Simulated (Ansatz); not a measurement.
Space group I4/mmm (No. 139). a = 3.401 Å, b = 3.401 Å, c = 2.736 Å, α = 90.00°, β = 90.00°, γ = 90.00°
```json
{"atom": "Pt", "site": "2a", "symmetry": "4/mmm", "x": "0.0000", "y": "0.0000", "z": "0.0000"}
```

Equation of state of this Pt structure (not necessarily the ground state), with shape and atoms relaxed at each volume where symmetry leaves them free. It has no gap at any of these volumes. Level of theory: Ansatz 0.2.0, DFT PBE, scalar-relativistic, plane waves, PAW.

Plane waves to 420 eV, a k mesh through Γ of 26×26×26 on the computed 1-atom cell and Gaussian smearing (0.10 eV); no spin polarisation.

```json
{"V (Å³/atom)": "13.920", "E − E(largest V) (meV/atom)": "127.20", "P (GPa)": "43.20"}
{"V (Å³/atom)": "14.395", "E − E(largest V) (meV/atom)": "20.82", "P (GPa)": "29.14"}
{"V (Å³/atom)": "14.869", "E − E(largest V) (meV/atom)": "-47.62", "P (GPa)": "17.52"}
{"V (Å³/atom)": "15.344", "E − E(largest V) (meV/atom)": "-84.72", "P (GPa)": "7.92"}
{"V (Å³/atom)": "15.819", "E − E(largest V) (meV/atom)": "-95.97", "P (GPa)": "0.02"}
{"V (Å³/atom)": "16.293", "E − E(largest V) (meV/atom)": "-85.94", "P (GPa)": "-6.48"}
{"V (Å³/atom)": "16.768", "E − E(largest V) (meV/atom)": "-58.44", "P (GPa)": "-11.82"}
{"V (Å³/atom)": "17.400", "E − E(largest V) (meV/atom)": "0.00", "P (GPa)": "-17.42"}
```

Question: Fit a third-order Birch–Murnaghan equation, E = E0 + (9V0B0/16)·[(x − 1)³B0' + (x − 1)²(6 − 4x)] with x = (V0/V)^(2/3), to E(V).

Answer: V0 = 15.82 Å³/atom, B0 = 239 GPa, B0' = 5.5.

Spin-orbit coupling is left out, which matters for the bands of heavy elements.

The cell was found from a structure generator's guess, not taken from experiment.
